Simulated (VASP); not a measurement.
# C in VASP: a series of runs

One slab, C, is run at these levels: PBEsol, LDA; tasks: relaxation of cell and atoms.

All numbers are computed with VASP 6.6.1; they aren't measurements. Logs are shortened: lines on timing, memory, paths and dates and some standing lists are left out, and cuts for length are marked.

## (1) The structure

The cell holds a slab with vacuum, 2 atoms: a = 2.467 Å, b = 2.467 Å, c = 18.000 Å, α = 90.00°, β = 90.00°, γ = 120.00°.

The slab is cut from a database's or a generator's crystal, which needn't be the stable form of the element.

## (2) Relaxation of cell and atoms, PBEsol

The input, INCAR:

```
PREC = Accurate ; ENCUT = 600
EDIFF = 1E-6 ; ISMEAR = 0
SIGMA = 0.03 ; LREAL = F
LASPH = T ; NELM = 80
ALGO = Normal ; ISIF = 3
LWAVE = F ; LCHARG = F
GGA = PS ; IBRION = 2
NSW = 90 ; EDIFFG = -0.01
LATTICE_CONSTRAINTS = .TRUE. .TRUE. .FALSE.
```

The input, KPOINTS:

```
Automatic mesh
0
Gamma
  15 15 1
```

The input, POSCAR:

```
C
1.0
    2.4672912600      0.0000000000      0.0000000000
   -1.2336456300      2.1367369100      0.0000000000
    0.0000000000      0.0000000000     18.0000000000
C
2
Direct
    0.0000000000      0.0000000000      0.5000000000
    0.6666666700      0.3333333400      0.5000000000
```

Potentials or basis: VASP PAW PBE potentials, release 64 (C).

Command:

```bash
$ cat potpaw_PBE.64/C/POTCAR > POTCAR
$ mpirun -np 1 vasp_std > vasp.out
```

OUTCAR:

```text
PREC = Accurate
   ENCUT = 600
   EDIFF = 1E-6
   ISMEAR = 0
   LREAL = F
   LASPH = T
   NELM = 80
   ISIF = 3
   GGA = PS
   IBRION = 2
   NSW = 90
   EDIFFG = -0.01

 ion  position               nearest neighbor table
   1  0.000  0.000  0.500-   2 1.42   2 1.42   2 1.42
   2  0.667  0.333  0.500-   1 1.42   1 1.42   1 1.42

  LATTYP: Found a hexagonal cell.
 ALAT       =     2.4672912600
 C/A-ratio  =     7.2954499908

  Lattice vectors:

 A1 = (   2.4672912600,   0.0000000000,   0.0000000000)
 A2 = (  -1.2336456300,   2.1367369100,   0.0000000000)
 A3 = (   0.0000000000,   0.0000000000,  18.0000000000)

Analysis of symmetry for initial positions (statically):
=====================================================================
 Subroutine PRICEL returns:
 Original cell was already a primitive cell.

 Routine SETGRP: Setting up the symmetry group for a
 hexagonal supercell.

 Subroutine GETGRP returns: Found 24 space group operations
 (whereof 12 operations were pure point group operations)
 out of a pool of 24 trial point group operations.

The static configuration has the point symmetry D_3h.
 The point group associated with its full space group is D_6h.

Analysis of symmetry for dynamics (positions and initial velocities):
=====================================================================
 Subroutine PRICEL returns:
 Original cell was already a primitive cell.

 Routine SETGRP: Setting up the symmetry group for a
 hexagonal supercell.

 Subroutine GETGRP returns: Found 24 space group operations
 (whereof 12 operations were pure point group operations)
 out of a pool of 24 trial point group operations.

The dynamic configuration has the point symmetry D_3h.
 The point group associated with its full space group is D_6h.

 Subroutine INISYM returns: Found 24 space group operations
 (whereof 12 operations are pure point group operations),
 and found     1 'primitive' translations

----------------------------------------------------------------------------------------

                                     Primitive cell

  volume of cell :      94.8951

  direct lattice vectors                    reciprocal lattice vectors
     2.467291260  0.000000000  0.000000000     0.405302777  0.234001668  0.000000000
    -1.233645630  2.136736910  0.000000000     0.000000000  0.468003335  0.000000000
     0.000000000  0.000000000 18.000000000     0.000000000  0.000000000  0.055555556

  length of vectors
     2.467291260  2.467291260 18.000000000     0.468003335  0.468003335  0.055555556

  position of ions in fractional coordinates (direct lattice)
     0.000000000  0.000000000  0.500000000
     0.666666670  0.333333340  0.500000000

  ion indices of the primitive-cell ions
   primitive index   ion index
                 1           1
                 2           2

----------------------------------------------------------------------------------------

 KPOINTS: Automatic mesh

Automatic generation of k-mesh.
 Grid dimensions read from file:
 generate k-points for:   15   15    1

 Generating k-lattice:

  Cartesian coordinates                     Fractional coordinates (reciprocal lattice)
     0.027020185  0.015600111  0.000000000     0.066666667  0.000000000  0.000000000
     0.000000000  0.031200222  0.000000000     0.000000000  0.066666667  0.000000000
     0.000000000  0.000000000  0.055555556     0.000000000  0.000000000  1.000000000

  Length of vectors
     0.031200222  0.031200222  0.055555556

  Shift w.r.t. Gamma in fractional coordinates (k-lattice)
     0.000000000  0.000000000  0.000000000

 Subroutine IBZKPT returns following result:
 ===========================================

 Found     27 irreducible k-points:

 Following reciprocal coordinates:
            Coordinates               Weight
  0.000000  0.000000  0.000000      1.000000
  0.066667  0.000000  0.000000      6.000000
  0.133333  0.000000  0.000000      6.000000
  0.200000  0.000000  0.000000      6.000000
  0.266667  0.000000  0.000000      6.000000
  0.333333  0.000000  0.000000      6.000000
[... 16 lines left out ...]
  0.333333  0.200000  0.000000     12.000000
  0.400000  0.200000  0.000000      6.000000
 [... further k-points ...]
   k-points           NKPTS =     27   k-points in BZ     NKDIM =     27   number of bands    NBANDS=      8
   number of dos      NEDOS =    301   number of ions     NIONS =      2
   total plane-waves  NPLWV =  57600
   dimension x,y,z NGX =    20 NGY =   20 NGZ =  144
   dimension x,y,z NGXF=    40 NGYF=   40 NGZF=  288
   ions per type =               2
   NGX,Y,Z   is equivalent  to a cutoff of  13.48, 13.48, 13.30 a.u.
   NGXF,Y,Z  is equivalent  to a cutoff of  26.95, 26.95, 26.60 a.u.
 SYSTEM =  unknown system
   PREC   = accura    normal or accurate (medium, high low for compatibility)
   ISTART =      0    job   : 0-new  1-cont  2-samecut
   ICHARG =      2    charge: 1-file 2-atom 10-const
   ISPIN  =      1    spin polarized calculation?
   LNONCOLLINEAR =      F non collinear calculations
   LSORBIT =      F    spin-orbit coupling
   LASPH  =      T    aspherical Exc in radial PAW
   ENCUT  =  600.0 eV  44.10 Ry    6.64 a.u.   4.93  4.93 35.95*2*pi/ulx,y,z
   NELM   =     80;   NELMIN=  2; NELMDL= -5     # of ELM steps
   EDIFF  = 0.1E-05   stopping-criterion for ELM
   LREAL  =      F    real-space projection
   EDIFFG = -.1E-01   stopping-criterion for IOM
   NSW    =     90    number of steps for IOM
   IBRION =      2    ionic relax: 0-MD 1-quasi-New 2-CG
   NFREE  =      1    steps in history (QN), initial steepest desc. (CG)
   ISIF   =      3    stress and relaxation
   ISYM   =      2    0-nonsym 1-usesym 2-fastsym
   POTIM  = 0.5000    time-step for ionic-motion
   TEBEG  =    0.0;   TEEND  =   0.0 temperature during run
   PSTRESS=    0.0 pullay stress
   NELECT =       8.0000    total number of electrons
   NUPDOWN=      -1.0000    fix difference up-down
   EMIN   =  10.00;   EMAX   =-10.00  energy-range for DOS
   EFERMI =   0.00;   METHOD = LEGACY
   ISMEAR =     0;   SIGMA  =   0.03  broadening in eV -4-tet -1-fermi 0-gaus
   EFERMI_NEDOS =   21; number of points for ismear=-14 and -15
   IALGO  =     38    algorithm
   IMIX   =      4    mixing-type and parameters
     AMIX     =   0.40;   BMIX     =  1.00
     AMIX_MAG =   1.60;   BMIX_MAG =  1.00
  volume/ion in A,a.u.               =      47.45       320.19
  Fermi-wavevector in a.u.,A,eV,Ry     =   0.717833  1.356508  7.010870  0.515284
  Thomas-Fermi vector in A             =   1.806615
   LORBIT       =      0    0 simple, 1 ext, 2 COOP (PROOUT), +10 PAW based schemes
   GGA     = PS    functional components
   LHFCALC =     F    Hartree Fock is set to
   AEXX    =    0.0000 exact exchange contribution
   IVDW    =     0    specifies the selected vdW correction
   LEPSILON=     F    determine dielectric tensor
   LRPA    =     F    only Hartree local field effects (RPA)
 conjugate gradient relaxation of ions
 non-spin polarized calculation
 Gauss-broadening in eV      SIGMA  =   0.03
  energy-cutoff  :      600.00
  volume of cell :       94.90
 maximum number of plane-waves:      3225
 NGX is ok and might be reduce to    20
   NGX =  9   NGY =  9   NGZ = 71

--------------------------------------- Ionic step        1  -------------------------------------------

 number of electron       8.0000001 magnetization

 Free energy of the ion-electron system (eV)
  ---------------------------------------------------
  ext. energy  EPLUGINS =         0.00000000
  ---------------------------------------------------
  free energy    TOTEN  =       -19.28404271 eV

  energy without entropy =      -19.28374181  energy(sigma->0) =      -19.28389226

------------------------ aborting loop because EDIFF is reached ----------------------------------------

  FORCE on cell =-STRESS in cart. coord.  units (eV):
  Direction    XX          YY          ZZ          XY          YZ          ZX
  --------------------------------------------------------------------------------------
  -------------------------------------------------------------------------------------
  Total       -0.4109472     -0.4109472     -0.0355370      0.0000000      0.0000000     -0.0000000
  in kB       -6.9382934     -6.9382934     -0.5999940      0.0000000      0.0000000     -0.0000000
  external PRESSURE =      -4.8255269 kB  Pullay stress =       0.0000000 kB
[... 57 lines left out ...]
  energy  without entropy=      -19.2782441166  energy(sigma->0) =      -19.27839457

--------------------------------------- Ionic step        3  -------------------------------------------

 number of electron       8.0000001 magnetization

 Free energy of the ion-electron system (eV)
  ---------------------------------------------------
  ext. energy  EPLUGINS =         0.00000000
  ---------------------------------------------------
  free energy    TOTEN  =       -19.28528364 eV

  energy without entropy =      -19.28498274  energy(sigma->0) =      -19.28513319

 E-fermi :  -2.6304     XC(G=0):  -2.3778

 val. band max:       -2.6304101016   @ k =   0.3333   0.3333   0.0000
 cond. band min:      -2.6304097985   @ k =   0.3333   0.3333   0.0000
 fundamental gap:      0.0000003031
 Fermi energy:        -2.6304099501

 k-point     1 :       0.0000    0.0000    0.0000
  band No.  band energies     occupation
      1     -22.1739      2.00000
      2     -10.3289      2.00000
      3      -5.6343      2.00000
      4      -5.6343      2.00000
      5       0.7485      0.00000
      6       1.5816      0.00000
      7       1.9645      0.00000
      8       3.1781      0.00000
[... 243 lines left out ...]
 k-point    24 :       0.4000    0.2000    0.0000
  band No.  band energies     occupation
      1     -16.2595      2.00000
      2     -15.3406      2.00000
      3     -11.5056      2.00000
      4      -4.1431      2.00000
      5      -1.3348      0.00000
      6       8.2412      0.00000
      7       8.6736      0.00000
      8       9.4053      0.00000

 [... further k-points ...]
[... 5 lines left out ...]
  --------------------------------------------------------------------------------------
  -------------------------------------------------------------------------------------
  Total       -0.0025253     -0.0025253     -0.0376787      0.0000000      0.0000000      0.0000000
  in kB       -0.0428911     -0.0428911     -0.6399636      0.0000000      0.0000000      0.0000000
  external PRESSURE =      -0.2419153 kB  Pullay stress =       0.0000000 kB
[... 17 lines left out ...]
  FREE ENERGIE OF THE ION-ELECTRON SYSTEM (eV)
  ---------------------------------------------------
  free  energy   TOTEN  =       -19.2852836429 eV

  energy  without entropy=      -19.2849827417  energy(sigma->0) =      -19.28513319

 reached required accuracy - stopping structural energy minimisation
```

It took 34 s on 1 thread of Intel Xeon 6975P-C (Granite Rapids), shared host; peak memory 0.22 GiB.

What came out:

```
Free energy                            : -19.2853 eV
Relaxed volume                         : 47.17 Å³/atom
Relaxed cell                           : a = 2.460 Å, b = 2.460 Å, c = 18.000 Å, α = 90.00°, β = 90.00°, γ = 120.00°
Space group after relaxing (to 0.05 Å) : P6/mmm (No. 191)
Energy gained by relaxing              : 0.6 meV/atom
Ionic steps                            : 3
Band gap on the k mesh                 : none (metal or under the smearing width)
```

Step by step:
```tsv
step	energy change (eV)	largest force (eV/Å)	pressure (GPa)	volume (Å³)
1	0.0000	0.0000	-0.48	94.90
2	0.0055	0.0000	1.10	93.02
3	-0.0012	0.0000	-0.02	94.33
```

Final structure:
```
C
1.0
     2.45994    0.00000    0.00000
    -1.22997    2.13037    0.00000
     0.00000    0.00000   18.00000
C
2
Cartesian
  0.0000 0.0000 9.0000
  1.2300 0.7101 9.0000
```

Levels at points of the mesh, in eV from the Fermi level:
| k point | band 1 | band 2 | band 3 | band 4 | band 5 | band 6 | band 7 | band 8 |
| --- | --- | --- | --- | --- | --- | --- | --- | --- |
| (0.00, 0.00, 0.00) | -19.54 | -7.70 | -3.00 | -3.00 | 3.38 | 4.21 | 4.59 | 5.81 |

Caveat: the PAW data sets were made with another functional, which shifts forces and pressure a little.

## (3) Relaxation of cell and atoms, PBEsol

This run uses another cell than the first one, of 47.17 Å³/atom, 0.994 times its volume.

The input, INCAR:

```
PREC = Accurate ; ENCUT = 600
EDIFF = 1E-7 ; ISMEAR = 0
SIGMA = 0.03 ; LREAL = F
LASPH = T ; NELM = 80
ALGO = Normal ; ISIF = 3
LWAVE = F ; LCHARG = F
GGA = PS ; IBRION = 2
NSW = 90 ; EDIFFG = -0.005
LATTICE_CONSTRAINTS = .TRUE. .TRUE. .FALSE.
```

KPOINTS is that of step 2.

The input, POSCAR:

```
C                                       
1.0
    2.4599367009      0.0000000000      0.0000000000
   -1.2299683505      2.1303676750      0.0000000000
    0.0000000000      0.0000000000     18.0000000000
  C             
     2
Direct
     0.0000000000000000    0.0000000000000000    0.5000000000000000
     0.6666666699999979    0.3333333400000029    0.5000000000000000
```

Potentials or basis: VASP PAW PBE potentials, release 64 (C).

Command:

```bash
$ cat potpaw_PBE.64/C/POTCAR > POTCAR
$ mpirun -np 1 vasp_std > vasp.out
```

Run time: 20 s. Hardware: 1 thread of Intel Xeon 6975P-C (Granite Rapids), shared host; peak memory 0.22 GiB.

It converged, with:

- Free energy: -19.2849 eV
- Band gap on the k mesh: none (metal or under the smearing width)

Final structure:
```yaml
crystal:
  lattice:
    - [2.45994, 0.00000, 0.00000]
    - [-1.22997, 2.13037, 0.00000]
    - [0.00000, 0.00000, 18.00000]
  atoms:
    - { symbol: C, position: [0.00000, 0.00000, 0.50000] }
    - { symbol: C, position: [0.66667, 0.33333, 0.50000] }
```

Levels at points of the mesh, in eV from the Fermi level:
```tsv
k point	band 1	band 2	band 3	band 4	band 5	band 6	band 7	band 8
(0.00, 0.00, 0.00)	-19.54	-7.70	-3.00	-3.00	3.38	4.21	4.57	5.79
```

Caveat: the relaxation stopped at its first step, so nothing moved; the PAW data sets were made with another functional, which shifts forces and pressure a little.

[end of part 1 of 2]
